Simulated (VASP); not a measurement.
AlN: single point with PBEsol

**Measured values to compare with.**

“Structural and optical properties of self-assembled AlN nanowires grown on SiO2/Si substrates by molecular beam epitaxy”, 2024, arxiv:2402.00216 quotes, for a bulk crystal of AlN at 0 K: band gap 6.0343 eV (an exciton energy, a little under the gap).

Crystal: AlN.

```xyz
4
Lattice="3.1130 0.0000 0.0000 -1.5565 2.6959 0.0000 0.0000 0.0000 4.9820" Properties=species:S:1:pos:R:3 pbc="T T T"
Al    1.5565    0.8986    2.4860
Al    0.0000    1.7973    4.9770
N     1.5565    0.8986    4.3892
N     0.0000    1.7973    1.8982
```

The cell is a database's computed one.

| Property | Result |
| --- | --- |
| Program | VASP 6.6.1 |
| Task | single point |
| Functional | PBEsol |
| Potentials or basis | VASP PAW PBE potentials, release 64 (Al, N) |
| Cutoff | 520 eV |
| k mesh | 12 × 12 × 8 |
| Occupations | gaussian, width 0.02 eV |
| Spin | no spin polarisation |
| Further INCAR settings | ALGO = Normal; EDIFF = 1e-06 |

```yaml
Pressure: 0.1 GPa
Band_gap_on_the_k_mesh: 4.12 eV, direct
```

Levels at points of the mesh, in eV from the valence-band top:
```tsv
k point	band 5	band 6	band 7	band 8	band 9	band 10	band 11	band 12
(0.00, 0.00, 0.00)	-0.88	-0.22	-0.22	0.00	4.12	6.55	10.50	11.02
(0.50, 0.00, 0.00)	-3.38	-2.12	-1.81	-0.70	5.67	5.67	8.07	10.16
(0.50, 0.50, 0.00)	-3.38	-2.12	-1.81	-0.70	5.67	5.67	8.07	10.16
(0.00, 0.00, 0.50)	-0.56	-0.56	-0.56	-0.56	6.37	6.37	10.20	10.20
(0.50, 0.00, 0.50)	-1.49	-1.49	-1.38	-1.38	5.17	5.17	9.12	9.12
(0.50, 0.50, 0.50)	-1.49	-1.49	-1.38	-1.38	5.17	5.17	9.12	9.12
```

It took 27 s on 1 thread of Intel(R) Xeon(R) 6975P-C (Granite Rapids), with other jobs on the host, peak memory 0.23 GiB.

Against the measured gap of AlN, 6.0343 eV (an exciton energy, a little under the gap; 0 K; quoted in “Structural and optical properties of self-assembled AlN nanowires grown on SiO2/Si substrates by molecular beam epitaxy”, 2024, arxiv:2402.00216), the calculated 4.12 eV is off by -1.92 eV. 2 values of this kind are on record (6.034 to 6.0343 eV); this one was drawn at random. The value is that of PBEsol on a finite k mesh, which can miss the band edges, without temperature or zero-point motion. Semilocal functionals fall short of measured gaps as a rule. The cell is a database's relaxed one, not the measured one, which moves gaps too.

Caveat: the PAW data sets were made with another functional, which shifts forces and pressure a little.
